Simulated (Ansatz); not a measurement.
**A sublattice moved along a line in WSe2**

All numbers below come from DFT PBEsol, scalar-relativistic, plane waves, PAW in Ansatz. Cutoff 420 eV, Γ-centred 9×9×2 k-points, Gaussian smearing of 0.05 eV. Spin–orbit coupling is left out, which matters for the heavy elements here. No spin polarisation. Energies are free energies at this smearing, counted from the undisturbed cell; pressure is positive in compression.

Reference structure (as given, not relaxed at this level; it stands at -1.1 GPa; this form isn't the usual structure):

```
W Se
1.0
     3.31794    0.00000    0.00000
    -1.65897    2.87342    0.00000
     0.00000    0.00000   16.65814
W Se
1 2
Direct
  0.00000 0.00000 0.00000
  0.33333 0.66667 0.09979
  0.33333 0.66667 0.90021
```

The cell holds layers and no dispersion correction was added, so their binding is poorly described.

Every Se atom is moved by x along the Cartesian unit vector (0.707, 0.707, 0.000); the cell and all other atoms stay fixed.

```
  x (Å)  ΔE (meV/cell) force along x on the moved atoms (eV/Å) pressure (GPa) gap on the mesh (eV)
-0.1000           89.7                                     1.78            -0.9                  1.51
-0.0500           22.6                                     0.90            -1.0                  1.52
 0.0000            0.0                                     0.00            -1.1                  1.52
 0.0250              ?                                        ?            -1.1                  1.52
 0.0750           51.7                                    -1.38            -1.0                  1.51
```

**Question.** Give the withheld values.

**Answer.** ΔE (meV/cell) at x (Å) = 0.0250: 5.7; force along x on the moved atoms (eV/Å) at x (Å) = 0.0250: -0.46.